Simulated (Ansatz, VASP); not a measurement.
One calculation of Pb, two programs

INCAR

```
  ALGO = Normal
  EDIFF = 1E-6
  ENCUT = 520
  GGA = RP
  ISIF = 2
  ISMEAR = -1
  LASPH = T
  LCHARG = F
  LREAL = F
  LWAVE = F
  NBANDS = 13
  NELM = 80
  PREC = Accurate
  SIGMA = 0.1
```

KPOINTS

```
k-points
0
Gamma
  12 12 12
```

The input POSCAR:

```
Pb
1.0
   -1.9403235467      1.9403235467      1.9403235467
    1.9403235467     -1.9403235467      1.9403235467
    1.9403235467      1.9403235467     -1.9403235467
Pb
1
Direct
    0.0000000000      0.0000000000      0.0000000000
```

Input for Ansatz:

```yaml
crystal:
  lattice:
    - [-1.9403235467, 1.9403235467, 1.9403235467]
    - [1.9403235467, -1.9403235467, 1.9403235467]
    - [1.9403235467, 1.9403235467, -1.9403235467]
  atoms:
    - { symbol: Pb, position: [0.0, 0.0, 0.0] }
hamiltonian:
  xc: rpbe
  pseudopotentials:
    kind: paw
    azcp:
      Pb: "pseudopotentials/Pb.paw.azcp"
basis:
  ecutwfc: 420
  fft_grid_basis: typed
kpoints:
  mp_grid: { grid: [12, 12, 12], shift: [0, 0, 0] }
magnetization:
  spin_polarized: false
scf:
  occupations: { method: fermi_dirac, width: 0.1 }
  lower_state_search: "off"
output:
  stress: true
```

Alike in both runs: task single point; functional RPBE; k mesh 12 × 12 × 12; occupations fermi-dirac, width 0.1 eV; no spin polarisation.

|  | VASP | Ansatz |
| --- | --- | --- |
| version | VASP 6.6.1 | Ansatz 0.2.0 |
| potentials or method | VASP PAW PBE potentials, release 64 (Pb_d) | plane waves (420 eV) with PAW, scalar-relativistic |
| plane-wave cutoff (eV) | 520 | 420 |
| valence electrons in the cell | 14 | 14 |

|  | VASP | Ansatz | Ansatz less VASP |
| --- | --- | --- | --- |
| pressure (GPa) | 6.0 | 6.0 | +0.05 |

Caveats: the PAW data sets were made with another functional, which shifts forces and pressure a little (VASP). The runs have no spin-orbit coupling, so splittings on Pb are missing.
